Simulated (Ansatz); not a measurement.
**Cs: pressure up to the limit of the methods**

How does Cs (diamond type) answer strong compression, and how long do frozen cores keep up with all electrons? Methods of the runs shown: LAPW, crystal datasets and norm-conserving. Companion runs by PAW are cited. Its runs: the reference run (LAPW); volume scaled by 1 (crystal datasets and norm-conserving); volume scaled by 0.9 (LAPW); volume scaled by 0.8 (LAPW and crystal datasets); volume scaled by 0.7 (LAPW); volume scaled by 0.6 (LAPW); volume scaled by 0.5 (LAPW and norm-conserving); volume scaled by 0.4 (LAPW, crystal datasets and norm-conserving).

This is Cs in the diamond structure; at room conditions it is bcc.

Method: DFT PBE, with the methods named in each step, in Ansatz 0.2.0.

## Step 1: The starting structure

It takes space group Fd-3m (No. 227, cubic). Conventional cell: a = 11.430 Å, b = 11.430 Å, c = 11.430 Å, α = 90.00°, β = 90.00°, γ = 90.00°.

As a file:

```cif
data_structure
_symmetry_space_group_name_H-M 'P 1'
_symmetry_Int_Tables_number 1
_cell_length_a 8.0820
_cell_length_b 8.0820
_cell_length_c 8.0820
_cell_angle_alpha 60.000
_cell_angle_beta 60.000
_cell_angle_gamma 60.000
_cell_volume 373.29
loop_
_atom_site_label
_atom_site_type_symbol
_atom_site_fract_x
_atom_site_fract_y
_atom_site_fract_z
_atom_site_occupancy
Cs1 Cs 0.87500 0.87500 0.87500 1
Cs2 Cs 0.12500 0.12500 0.12500 1
```

Whether this phase is the stable one at these pressures isn't tested.

Atoms are numbered in the order of the input: Cs1, Cs2.

## Step 2: The reference volume, LAPW

The input, input.yaml:

```yaml
crystal:
  lattice:
    - [0.0, 5.7148403643, 5.7148403643]
    - [5.7148403643, 0.0, 5.7148403643]
    - [5.7148403643, 5.7148403643, 0.0]
  atoms:
    - { symbol: Cs, position: [-0.125, -0.125, -0.125] }
    - { symbol: Cs, position: [0.125, 0.125, 0.125] }
kpoints:
  mp_grid: { grid: [6, 6, 6] }
  band_path:
    path:
      - [0.0, 0.0, 0.0]
      - [0.5, 0.0, 0.5]
      - [0.625, 0.25, 0.625]
      - [0.375, 0.375, 0.75]
      - [0.0, 0.0, 0.0]
      - [0.5, 0.5, 0.5]
      - [0.5, 0.25, 0.75]
      - [0.5, 0.0, 0.5]
    npoints: 14
scf:
  occupations: { method: fermi_dirac, width: 0.08 }
hamiltonian:
  xc: pbe
  pseudopotentials: { kind: all_electron, lapw: { basis_error: 0.001 } }
output:
  forces: true
  stress: true
  eigenvalues: true
  populations: true
  dos: { projected: true, de: 0.2, e_range: [-14, 8] }
```

On the command line:

```bash
$ ansatz run input.yaml --threads 1 --pin off --max-ram 2048MiB --backend cpu --events-out ev --progress --plain --runs-dir out
```

## Step 3: Volume scaled by 1, crystal datasets

The input, input.yaml:

```yaml
crystal:
  lattice:
    - [0.0, 5.7148403643, 5.7148403643]
    - [5.7148403643, 0.0, 5.7148403643]
    - [5.7148403643, 5.7148403643, 0.0]
  atoms:
    - { symbol: Cs, position: [-0.125, -0.125, -0.125] }
    - { symbol: Cs, position: [0.125, 0.125, 0.125] }
kpoints:
  mp_grid: { grid: [6, 6, 6] }
scf:
  occupations: { method: fermi_dirac, width: 0.08 }
hamiltonian:
  xc: pbe
  pseudopotentials: { kind: all_electron, datasets: crystal }
output:
  forces: true
  stress: true
  eigenvalues: true
```

## Step 4: Volume scaled by 1, norm-conserving

input.yaml: that of step 3 with these lines changed.

```diff
@@ -14,3 +14,3 @@
   xc: pbe
-  pseudopotentials: { kind: all_electron, datasets: crystal }
+  pseudopotentials: { kind: nc }
 output:
```

## Step 5: Volume scaled by 0.9, LAPW

The input, input.yaml:

```yaml
crystal:
  lattice:
    - [0.0, 5.5176177065, 5.5176177065]
    - [5.5176177065, 0.0, 5.5176177065]
    - [5.5176177065, 5.5176177065, 0.0]
  atoms:
    - { symbol: Cs, position: [-0.125, -0.125, -0.125] }
    - { symbol: Cs, position: [0.125, 0.125, 0.125] }
kpoints:
  mp_grid: { grid: [6, 6, 6] }
  band_path:
    path:
      - [0.0, 0.0, 0.0]
      - [0.5, 0.0, 0.5]
      - [0.625, 0.25, 0.625]
      - [0.375, 0.375, 0.75]
      - [0.0, 0.0, 0.0]
      - [0.5, 0.5, 0.5]
      - [0.5, 0.25, 0.75]
      - [0.5, 0.0, 0.5]
    npoints: 8
scf:
  occupations: { method: fermi_dirac, width: 0.08 }
hamiltonian:
  xc: pbe
  pseudopotentials: { kind: all_electron, lapw: { basis_error: 0.001 } }
output:
  forces: true
  stress: true
  eigenvalues: true
  populations: true
  dos: { projected: true, de: 0.2, e_range: [-14, 8] }
```

## Step 6: Volume scaled by 0.8, LAPW

The input, input.yaml:

```yaml
crystal:
  lattice:
    - [0.0, 5.3051878442, 5.3051878442]
    - [5.3051878442, 0.0, 5.3051878442]
    - [5.3051878442, 5.3051878442, 0.0]
  atoms:
    - { symbol: Cs, position: [-0.125, -0.125, -0.125] }
    - { symbol: Cs, position: [0.125, 0.125, 0.125] }
kpoints:
  mp_grid: { grid: [6, 6, 6] }
scf:
  occupations: { method: fermi_dirac, width: 0.08 }
hamiltonian:
  xc: pbe
  pseudopotentials: { kind: all_electron, lapw: { basis_error: 0.001 } }
output:
  forces: true
  stress: true
  eigenvalues: true
  populations: true
```

## Step 7: Volume scaled by 0.8, crystal datasets

input.yaml: that of step 6 with these lines changed.

```diff
@@ -14,3 +14,3 @@
   xc: pbe
-  pseudopotentials: { kind: all_electron, lapw: { basis_error: 0.001 } }
+  pseudopotentials: { kind: all_electron, datasets: crystal }
 output:
@@ -19,2 +19 @@
   eigenvalues: true
-  populations: true
```

## Step 8: Volume scaled by 0.7, LAPW

The input, input.yaml:

```yaml
crystal:
  lattice:
    - [0.0, 5.0742296288, 5.0742296288]
    - [5.0742296288, 0.0, 5.0742296288]
    - [5.0742296288, 5.0742296288, 0.0]
  atoms:
    - { symbol: Cs, position: [-0.125, -0.125, -0.125] }
    - { symbol: Cs, position: [0.125, 0.125, 0.125] }
kpoints:
  mp_grid: { grid: [6, 6, 6] }
scf:
  occupations: { method: fermi_dirac, width: 0.08 }
hamiltonian:
  xc: pbe
  pseudopotentials: { kind: all_electron, lapw: { basis_error: 0.001 } }
output:
  forces: true
  stress: true
  eigenvalues: true
  populations: true
```

## Step 9: Volume scaled by 0.6, LAPW

input.yaml: that of step 8 with these lines changed.

```diff
@@ -2,5 +2,5 @@
   lattice:
-    - [0.0, 5.0742296288, 5.0742296288]
-    - [5.0742296288, 0.0, 5.0742296288]
-    - [5.0742296288, 5.0742296288, 0.0]
+    - [0.0, 4.8200830402, 4.8200830402]
+    - [4.8200830402, 0.0, 4.8200830402]
+    - [4.8200830402, 4.8200830402, 0.0]
   atoms:
```

## Step 10: Volume scaled by 0.5, LAPW

input.yaml: that of step 9 with these lines changed.

```diff
@@ -2,5 +2,5 @@
   lattice:
-    - [0.0, 4.8200830402, 4.8200830402]
-    - [4.8200830402, 0.0, 4.8200830402]
-    - [4.8200830402, 4.8200830402, 0.0]
+    - [0.0, 4.5358718031, 4.5358718031]
+    - [4.5358718031, 0.0, 4.5358718031]
+    - [4.5358718031, 4.5358718031, 0.0]
   atoms:
```

## Step 11: Volume scaled by 0.5, norm-conserving

input.yaml: that of step 10 with these lines changed.

```diff
@@ -14,3 +14,3 @@
   xc: pbe
-  pseudopotentials: { kind: all_electron, lapw: { basis_error: 0.001 } }
+  pseudopotentials: { kind: nc }
 output:
@@ -19,2 +19 @@
   eigenvalues: true
-  populations: true
```

## Step 12: Volume scaled by 0.4, LAPW

The input, input.yaml:

```yaml
crystal:
  lattice:
    - [0.0, 4.2107303824, 4.2107303824]
    - [4.2107303824, 0.0, 4.2107303824]
    - [4.2107303824, 4.2107303824, 0.0]
  atoms:
    - { symbol: Cs, position: [-0.125, -0.125, -0.125] }
    - { symbol: Cs, position: [0.125, 0.125, 0.125] }
kpoints:
  mp_grid: { grid: [6, 6, 6] }
  band_path:
    path:
      - [0.0, 0.0, 0.0]
      - [0.5, 0.0, 0.5]
      - [0.625, 0.25, 0.625]
      - [0.375, 0.375, 0.75]
      - [0.0, 0.0, 0.0]
      - [0.5, 0.5, 0.5]
      - [0.5, 0.25, 0.75]
      - [0.5, 0.0, 0.5]
    npoints: 8
scf:
  occupations: { method: fermi_dirac, width: 0.08 }
hamiltonian:
  xc: pbe
  pseudopotentials: { kind: all_electron, lapw: { basis_error: 0.001 } }
output:
  forces: true
  stress: true
  eigenvalues: true
  populations: true
  dos: { projected: true, de: 0.2, e_range: [-14, 8] }
```

## Step 13: Volume scaled by 0.4, crystal datasets

The input, input.yaml:

```yaml
crystal:
  lattice:
    - [0.0, 4.2107303824, 4.2107303824]
    - [4.2107303824, 0.0, 4.2107303824]
    - [4.2107303824, 4.2107303824, 0.0]
  atoms:
    - { symbol: Cs, position: [-0.125, -0.125, -0.125] }
    - { symbol: Cs, position: [0.125, 0.125, 0.125] }
kpoints:
  mp_grid: { grid: [6, 6, 6] }
scf:
  occupations: { method: fermi_dirac, width: 0.08 }
hamiltonian:
  xc: pbe
  pseudopotentials: { kind: all_electron, datasets: crystal }
output:
  forces: true
  stress: true
  eigenvalues: true
```

## Step 14: Volume scaled by 0.4, norm-conserving

input.yaml: that of step 13 with these lines changed.

```diff
@@ -14,3 +14,3 @@
   xc: pbe
-  pseudopotentials: { kind: all_electron, datasets: crystal }
+  pseudopotentials: { kind: nc }
 output:
```

(Steps that only read results are left out.)

**Question.** What will these runs give? Wanted: LAPW pressure at 0.4 of the volume; PAW pressure at 0.4 of the volume; crystal datasets pressure at 0.4 of the volume; norm-conserving pressure at 0.4 of the volume; fitted bulk modulus at zero pressure.

**Answer**, as computed:

| quantity | value |
| --- | --- |
| LAPW pressure at 0.4 of the volume | 1.9 GPa |
| PAW pressure at 0.4 of the volume | 1.9 GPa |
| PAW (cutoff 250 eV) pressure at 0.4 of the volume | 1.9 GPa |
| crystal datasets pressure at 0.4 of the volume | 1.9 GPa |
| norm-conserving pressure at 0.4 of the volume | 1.9 GPa |
| fitted bulk modulus at zero pressure (LAPW) | 0.3 GPa |
| its pressure derivative | 3.65 |

By LAPW the pressure climbs to 1.9 GPa at 0.4 of the first volume. A third-order Birch-Murnaghan curve fits the range only roughly (B₀ = 0.3 GPa, B′ = 3.65, misfit at most 0.06 GPa). A fit over so wide a range leans to the high pressures, so B₀ can be off by several per cent. The ions are at rest, and the electrons smeared by 0.08 eV. Spin-orbit coupling is left out, though the cell holds Cs; in elements this heavy it can shift bands and gaps by tenths of an eV.
